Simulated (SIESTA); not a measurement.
HgSe:

```
Hg Se
1.0
     0.00000    3.03900    3.03900
     3.03900    0.00000    3.03900
     3.03900    3.03900    0.00000
Hg Se
1 1
Direct
  0.00000 0.00000 0.00000
  0.75000 0.75000 0.75000
```

| Item | Value |
| --- | --- |
| Program | SIESTA 5.4.2 |
| Task | single point |
| Functional | PBE |
| Potentials or basis | PseudoDojo 0.4 standard (PBE files) |
| Basis | DZP (energy shift 0.002 Ry) |
| Grid cutoff | 800 Ry |
| Energy shift | 0.002 Ry |
| k mesh | 8 × 8 × 8 |
| Occupations | fermi-dirac, width 0.05 eV |
| Spin | no spin polarisation |

On this cell: pressure 6.5 GPa; largest force zero by symmetry; band gap on the k mesh none (metal or under the smearing width).

The same run follows on a disturbed copy (atoms moved at random, drawn with an rms of 0.05 Å):

```
Hg Se
1.0
     0.00000    3.03900    3.03900
     3.03900    0.00000    3.03900
     3.03900    3.03900    0.00000
Hg Se
1 1
Direct
  0.00528 0.99175 0.01093
  0.75446 0.73484 0.76053
```

**Question.** What does the disturbed cell give?

**Answer.** The energy (extrapolated to zero smearing) moves by +1.4 meV/atom; pressure 6.5 GPa; largest force 0.187 eV/Å; band gap on the k mesh none (metal or under the smearing width).

Forces on the atoms (eV/Å):
```
Hg  -0.131 -0.004 -0.133
Se   0.128  0.004  0.136
```

Stress tensor (GPa, compression positive):
```
 6.50 -0.64 -0.03
-0.64  6.52 -0.63
-0.03 -0.63  6.49
```

Caveats: semicore shells carry a single zeta, which can move pressures by several GPa and volumes by a few percent; the valence orbitals were made in a potential fitted to the semicore shell under them, which widens gaps by tenths of an eV or more; the basis of atomic orbitals isn't converged, which shifts pressures, moduli and gaps.
